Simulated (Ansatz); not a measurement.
Wanted: the native input for an Ansatz 0.2.0 run.

```
Task                : relaxation of cell and atoms
Functional          : BLYP
Dispersion          : D3(BJ)
Potentials or basis : Ansatz PAW
Cutoff              : 420 eV (not typed: the program's choice for these potentials)
k mesh              : 5 × 5 × 5
Occupations         : fermi-dirac, width 0.05 eV
Spin                : no spin polarisation
```

Crystal: HfO2.

```
Hf O
1.0
     5.11800    0.00000    0.00000
     0.00000    5.18570    0.00000
    -0.85866    0.00000    5.21387
Hf O
4 8
Direct
  0.27550 0.46030 0.70800
  0.72450 0.96030 0.79200
  0.72450 0.53970 0.29200
  0.27550 0.03970 0.20800
  0.07420 0.16840 0.84670
  0.92580 0.66840 0.65330
  0.92580 0.83160 0.15330
  0.07420 0.33160 0.34670
  0.44870 0.74190 0.98010
  0.55130 0.24190 0.51990
  0.55130 0.25810 0.01990
  0.44870 0.75810 0.48010
```

The input as run:

input.yaml

```yaml
crystal:
  lattice:
    - [5.118, 0.0, 0.0]
    - [0.0, 5.1857, 0.0]
    - [-0.8586630598, 0.0, 5.2138671406]
  atoms:
    - { symbol: Hf, position: [0.2755, 0.4603, 0.708] }
    - { symbol: Hf, position: [0.7245, 0.9603, 0.792] }
    - { symbol: Hf, position: [0.7245, 0.5397, 0.292] }
    - { symbol: Hf, position: [0.2755, 0.0397, 0.208] }
    - { symbol: O, position: [0.0742, 0.1684, 0.8467] }
    - { symbol: O, position: [0.9258, 0.6684, 0.6533] }
    - { symbol: O, position: [0.9258, 0.8316, 0.1533] }
    - { symbol: O, position: [0.0742, 0.3316, 0.3467] }
    - { symbol: O, position: [0.4487, 0.7419, 0.9801] }
    - { symbol: O, position: [0.5513, 0.2419, 0.5199] }
    - { symbol: O, position: [0.5513, 0.2581, 0.0199] }
    - { symbol: O, position: [0.4487, 0.7581, 0.4801] }
hamiltonian:
  xc: blyp
  pseudopotentials: { kind: paw }
  dispersion: d3bj
kpoints:
  mp_grid: { grid: [5, 5, 5] }
scf:
  occupations: { method: fermi_dirac, width: 0.05 }
output:
  forces: true
  stress: true
relax:
  f_tol: 0.01
  max_steps: 40
  cell: { stress_tol: 0.05 }
```

Potentials or basis: Ansatz PAW.

Launch:

```sh
$ ansatz run input.yaml --threads 2 --pin off --max-ram 5120MiB --backend cpu --events-out ev --progress --plain --runs-dir out
```

It gave:

| Quantity | Value |
| --- | --- |
| Relaxed volume | 11.73 Å³/atom |
| Relaxed cell | a = 5.143 Å, b = 5.205 Å, c = 5.331 Å, α = 90.00°, β = 99.43°, γ = 90.00° |
| Space group after relaxing (to 0.05 Å) | P2_1/c (No. 14) |
| Energy gained by relaxing | 5.6 meV/atom |
| Ionic steps | 8 |
| Pressure after relaxing | 0.0 GPa |
| Band gap on the k mesh | 4.12 eV |

Caveat: odd divisions of the mesh miss points on the zone boundary, where band edges often lie, so the gap on the mesh can be too wide; the plane-wave basis is chosen anew once the cell has moved, so the energies of steps on either side of that aren't comparable; the pressure holds a Pulay correction of +0.9 GPa for the finite cutoff; spin-orbit coupling is left out, which moves the levels of the heavy elements; the PAW data sets come from PBE, with cores solved anew for the run's functional, which leaves a small shift of forces and pressure.

Wall time 2 min on 2 threads of Arm Neoverse V2 (shared host), peak memory 0.69 GiB.
